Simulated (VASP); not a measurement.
Input of a VASP 6.6.1 run:

POSCAR

```
AgBr
1.0
    0.0000000000      2.8927333105      2.8927333105
    2.8927333105      0.0000000000      2.8927333105
    2.8927333105      2.8927333105      0.0000000000
Ag Br
1 1
Direct
    0.0000000000      0.0000000000      0.0000000000
    0.5000000000      0.5000000000      0.5000000000
```

Contents of INCAR.step1:

```
SYSTEM = AgBr
ALGO = Normal
EDIFF = 1E-4
ENCUT = 520
GGA = PE
ISMEAR = 0
LASPH = .True.
LCHARG = .False.
LREAL = .False.
LWAVE = .True.
NBANDS = 16
NELM = 60
PREC = Accurate
SIGMA = 0.01
```

INCAR.step2

```
SYSTEM = AgBr
ALGO = Normal
EDIFF = 1E-6
ENCUT = 520
ISIF = 2
ISMEAR = 0
ISTART = 1
LASPH = .True.
LCHARG = .False.
LMIXTAU = .True.
LREAL = .False.
LWAVE = .False.
METAGGA = R2SCAN
NBANDS = 16
NELM = 60
PREC = Accurate
SIGMA = 0.01
```

The input KPOINTS:

```
k-points
0
Gamma
  8 8 8
  0 0 0
```

Potentials or basis: VASP PAW PBE potentials, release 64 (Ag, Br).

Run with:

```bash
$ cat potpaw_PBE.64/Ag/POTCAR potpaw_PBE.64/Br/POTCAR > POTCAR
$ cp INCAR.step1 INCAR
$ mpirun -np 1 vasp_std > vasp.out
$ cp INCAR.step2 INCAR
$ mpirun -np 1 vasp_std > vasp.out
```

Question: What does it give for the pressure?

Answer: 0.0 GPa.

Question: Predict the band gap on the k mesh.

Answer: 1.25 eV, indirect (least direct gap 3.19 eV).

Caveat: the PAW data sets were made with another functional, which shifts forces and pressure a little. r2SCAN opens gaps a little over a GGA but as a rule still falls short of measured ones.
